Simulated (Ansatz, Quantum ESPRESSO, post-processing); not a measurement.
# LiH(001): dielectric constant from slabs in a field, part 2 of 2

How well do thin films like LiH(001), 5 layers screen a field, with the ions clamped and free?

Quantum ESPRESSO 7.5; plane-wave DFT, PBE, PseudoDojo norm-conserving pseudopotentials; geometry by Ansatz 0.2.0 with PAW datasets.

So far. Step 12 (Relaxed-ion response of the slab in a field, 5 layers): ε = 0.1000 / 0.0073 = 13.69.

## (16) SCF with pw.x, 9 layers: field 0.1 V/Å

n9.f1.in

```
&control
  prefix = 'n9.f1'
  outdir = './out'
  pseudo_dir = './pseudo'
  calculation = 'scf'
  tprnfor = .true.
  tefield = .true.
  dipfield = .true.
/
&system
  ibrav = 0
  nat = 18
  ntyp = 2
  ecutwfc = 66
  ecutrho = 264
  occupations = 'fixed'
  edir = 3
  emaxpos = 0.97
  eopreg = 0.04
  eamp = 0.00194469
/
&electrons
  conv_thr = 1e-10
  mixing_beta = 0.5
  electron_maxstep = 120
/
ATOMIC_SPECIES
  Li  6.9400  Li.dojo-sr-pbe-0.4.1-standard.upf
  H   1.0080  H.dojo-sr-pbe-0.4.1-standard.upf
CELL_PARAMETERS angstrom
  2.82842712470000 0.00000000000000 0.00000000000000
  0.00000000000000 2.82842712470000 0.00000000000000
  0.00000000000000 0.00000000000000 32.00000000000000
ATOMIC_POSITIONS crystal
  Li  0.000000000000 0.000000000000 0.251380480494
  H   0.500000000000 0.500000000000 0.249653973076
  Li  0.500000000000 0.500000000000 0.312195236727
  H   -0.000000000000 0.000000000000 0.312394175053
  Li  -0.000000000000 0.000000000000 0.374790020410
  H   0.500000000000 0.500000000000 0.374777087372
  Li  0.500000000000 0.500000000000 0.437374867980
  H   0.000000000000 0.000000000000 0.437381915483
  Li  0.000000000000 0.000000000000 0.499999998462
  H   0.500000000000 0.500000000000 0.500000000199
  Li  0.500000000000 0.500000000000 0.562625129719
  H   0.000000000000 0.000000000000 0.562618086349
  Li  0.000000000000 0.000000000000 0.625209978760
  H   0.500000000000 0.500000000000 0.625222916664
  Li  0.500000000000 0.500000000000 0.687804761698
  H   0.000000000000 0.000000000000 0.687605826608
  Li  -0.000000000000 0.000000000000 0.748619517568
  H   0.500000000000 0.500000000000 0.750346027377
K_POINTS automatic
  8 8 1 0 0 0
```

Run with:

```
$ OMP_NUM_THREADS=1 mpirun -n 4 pw.x -nk 4 -in n9.f1.in > n9.f1.out
```

Run time: 62 s. Hardware: 4 MPI ranks of Arm Neoverse V1, shared host; peak memory 0.69 GiB.

Read from the output:

```
free energy                    : -1914.3021 eV
dipole along the normal        : 0.06437 e·Å
valence top, on the run's zero : -0.9636 eV
```

## (17) Electrostatic potential, 9 layers

n9.f1.pot.in

```
&inputpp
  prefix = 'n9.f1'
  outdir = './out'
  filplot = 'n9.f1.pot.dat'
  plot_num = 11
/
```

Run with:

```
$ OMP_NUM_THREADS=1 mpirun -n 4 pp.x -in n9.f1.pot.in > n9.f1.pot.out
```

Elapsed: 0.79 s, on 4 MPI ranks; peak memory 0.11 GiB.

Numbers from this step:

```
slope of the potential above                                          : 0.1000 eV/Å
upper vacuum line continued to the top atoms, over the valence top    : 3.995 eV
slope of the potential below                                          : 0.09996 eV/Å
lower vacuum line continued to the bottom atoms, over the valence top : 3.849 eV
```

The slope in the vacuum is 0.100 eV/Å for an applied 0.10 V/Å, as it should be.

## (18) Clamped-ion dielectric constant from the field inside the slab, 9 layers

Read from the output:

* change of slope in the vacuum: 0.09999 eV/Å
* polarisability a cell: 9.271 Å³
* sheet polarisability 4πα/A: 14.56 Å
* change of slope inside: 0.02278 eV/Å
* dielectric constant: 4.390

Running mean over one layer period, set to zero at the slab's centre. The change of the potential energy, second field less first by z:

z (Å), change of the potential energy, second field less first (eV) and a bar from the least value:
```
        0     -0.278 ##########
        1     -0.736 
        2     -0.671 #
        3     -0.571 ####
        4     -0.471 ######
        5     -0.372 ########
        6     -0.279 ##########
        7     -0.212 ###########
        8     -0.180 ############
        9     -0.159 ############
       10     -0.137 #############
       11     -0.114 #############
       12     -0.091 ##############
       13     -0.068 ##############
       14     -0.046 ###############
       15     -0.023 ###############
       16      0.000 ################
       17      0.023 ################
       18      0.045 #################
       19      0.068 #################
       20      0.091 ##################
       21      0.114 ##################
       22      0.137 ###################
       23      0.159 ###################
       24      0.180 ####################
       25      0.212 ####################
       26      0.281 ######################
       27      0.374 ########################
       28      0.473 ##########################
       29      0.573 ############################
       30      0.673 ##############################
       31      0.459 #########################
```

ε = 0.1000 / 0.0228 = 4.39.

## (19) By thickness

The sheet polarisability 4πα/A by layers:

| layers | sheet polarisability 4πα/A (Å) |
| --- | --- |
| 5.00 | 8.35 |
| 9.00 | 14.6 |

The dielectric constant by layers:

| layers | dielectric constant |
| --- | --- |
| 5.00 | 4.34 |
| 9.00 | 4.39 |

## (20) Ground state, 5 layers, with K_POINTS = [4, 4, 1]

A sensitivity test on the input.

n5.f1.w0.in

```
&control
  prefix = 'n5.f1.w0'
  outdir = './out'
  pseudo_dir = './pseudo'
  calculation = 'scf'
  tprnfor = .true.
  tefield = .true.
  dipfield = .true.
/
&system
  ibrav = 0
  nat = 10
  ntyp = 2
  ecutwfc = 66
  ecutrho = 264
  occupations = 'fixed'
  edir = 3
  emaxpos = 0.97
  eopreg = 0.04
  eamp = 0.00194469
/
&electrons
  conv_thr = 1e-10
  mixing_beta = 0.5
  electron_maxstep = 120
/
ATOMIC_SPECIES
  Li  6.9400  Li.dojo-sr-pbe-0.4.1-standard.upf
  H   1.0080  H.dojo-sr-pbe-0.4.1-standard.upf
CELL_PARAMETERS angstrom
  2.82842712470000 0.00000000000000 0.00000000000000
  0.00000000000000 2.82842712470000 0.00000000000000
  0.00000000000000 0.00000000000000 24.00000000000000
ATOMIC_POSITIONS crystal
  Li  0.000000000000 0.000000000000 0.335481629315
  H   0.500000000000 0.500000000000 0.333157298721
  Li  0.500000000000 0.500000000000 0.416594117981
  H   -0.000000000000 0.000000000000 0.416850447819
  Li  -0.000000000000 0.000000000000 0.499999968478
  H   0.500000000000 0.500000000000 0.500000070519
  Li  0.500000000000 0.500000000000 0.583405803976
  H   -0.000000000000 0.000000000000 0.583149634308
  Li  0.000000000000 0.000000000000 0.664518293867
  H   0.500000000000 0.500000000000 0.666842735015
K_POINTS automatic
  4 4 1 0 0 0
```

Run with:

```
$ OMP_NUM_THREADS=1 mpirun -n 4 pw.x -nk 1 -in n5.f1.w0.in > n5.f1.w0.out
```

The job ended after 6.4 s (4 MPI ranks; peak memory 0.26 GiB; 25 s of CPU time).

The changed values were drawn from a wide range, not chosen for quality; the comparison shows what they did here together.

Beside the run it was changed from:

| quantity | this run | unchanged run | difference |
| --- | --- | --- | --- |
| dipole along the normal (e·Å) | 0.03689 | 0.03691 | -2.1e-5 |
| free energy (eV) | -1063.325 | -1063.359 | 0.034 |
| wall time (s) | 6.4 | 21 |  |
| SCF iterations | 11 | 12 |  |

The free energy moves by +3.4 meV an atom.

The physical values in this table move by up to 0.056 %.

## (21) Ground state, 5 layers, with mixing_beta = 1.0, mixing_mode = plain and mixing_ndim = 1

Another try, with an input changed as a hurried user might.

n5.f1.bad.in

```
&control
  prefix = 'n5.f1.bad'
  outdir = './out'
  pseudo_dir = './pseudo'
  calculation = 'scf'
  tprnfor = .true.
  tefield = .true.
  dipfield = .true.
/
&system
  ibrav = 0
  nat = 10
  ntyp = 2
  ecutwfc = 66
  ecutrho = 264
  occupations = 'fixed'
  edir = 3
  emaxpos = 0.97
  eopreg = 0.04
  eamp = 0.00194469
/
&electrons
  conv_thr = 1e-10
  mixing_beta = 1.0
  electron_maxstep = 50
  mixing_mode = 'plain'
  mixing_ndim = 1
/
ATOMIC_SPECIES
  Li  6.9400  Li.dojo-sr-pbe-0.4.1-standard.upf
  H   1.0080  H.dojo-sr-pbe-0.4.1-standard.upf
CELL_PARAMETERS angstrom
  2.82842712470000 0.00000000000000 0.00000000000000
  0.00000000000000 2.82842712470000 0.00000000000000
  0.00000000000000 0.00000000000000 24.00000000000000
ATOMIC_POSITIONS crystal
  Li  0.000000000000 0.000000000000 0.335481629315
  H   0.500000000000 0.500000000000 0.333157298721
  Li  0.500000000000 0.500000000000 0.416594117981
  H   -0.000000000000 0.000000000000 0.416850447819
  Li  -0.000000000000 0.000000000000 0.499999968478
  H   0.500000000000 0.500000000000 0.500000070519
  Li  0.500000000000 0.500000000000 0.583405803976
  H   -0.000000000000 0.000000000000 0.583149634308
  Li  0.000000000000 0.000000000000 0.664518293867
  H   0.500000000000 0.500000000000 0.666842735015
K_POINTS automatic
  8 8 1 0 0 0
```

Run with:

```
$ OMP_NUM_THREADS=1 mpirun -n 4 pw.x -nk 4 -in n5.f1.bad.in > n5.f1.bad.out
```

Elapsed: 96 s, on 4 MPI ranks; peak memory 0.41 GiB.

Residual by cycle:

cycle, log10 residual and a bar from the least value:
```
        1       -0.3 #########
        2       -0.4 #########
        4       -1.7 #
        5       -1.6 #
        7       -1.8 
        8       -1.3 ###
       10       -1.2 ####
       11       -1.2 ####
       13       -0.5 #########
       14        1.9 ########################
       16        2.9 ##############################
       17        2.2 ##########################
```

The program stopped the run after its cycles had begun.

After 17 cycles the residual stands at 171, against 0.019 at cycle 9 and a least value of 0.014.

The fault put into the input: mixing far too strong (electrons.mixing_beta = 1.0, electrons.mixing_mode = "plain" and electrons.mixing_ndim = 1).

The message: “c_bands (1): too many bands are not converged”. The eigensolver gave up; a looser start, smaller mixing or the cg solver usually get past it.

## (22) The arithmetic

A slab of thickness t takes t(1 − 1/ε) off the field's path. Four layers: (14.562 − 8.350) / 8.014 = 0.7752, so ε = 1/(1 − 0.7752) = 4.45.

## (23) What came out

```
clamped-ion dielectric constant, 5 layers                                     : 4.34
clamped-ion dielectric constant, 9 layers                                     : 4.39
relaxed-ion value, 5 layers, two rough readings (polarisability, inner slope) : 16.3, 13.7
sheet polarisability, 5 layers                                                : 8.35 Å
sheet polarisability, 9 layers                                                : 14.6 Å
```

In words: The electronic dielectric constant inside comes to 4.39; with the ions free five layers give only rough readings (PBE, PseudoDojo norm-conserving). Four more layers add 8.01 Å and 6.21 Å of sheet polarisability; 1 − 1/ε = 0.775 then gives ε = 4.45 for the interior, free of the surfaces. With the ions free 4πα/A grows from 8.35 to 10.19 Å. At the thickness that the clamped run implies, 10.85 Å, this is ε = 16.3, with the answer of the surface ions in it; the slope of the inner potential gives 13.7, but that slope is small and hangs on the window of the fit. The cubic lattice constant was set to 4.00 Å, near the PBE value. These functionals tend to put the electronic constant too high, and five layers have little bulk-like interior. Neither relaxed-ion reading is the bulk's static constant.

[Logs are printed without paths, hosts, clocks, repeated set-up lines and the standing remarks that a program may print on its own settings, such as how far it seeks lower states.]

[Hosts, paths, dates, database ids (printed as entryN), source tags and the programs' standing remarks are cut or masked in the printed files.]

[Maps of the electrostatic potential energy from Ansatz leave out the sawtooth potential of an applied field or a dipole correction, so their vacuum need not be flat; planar profiles and work functions include it.]
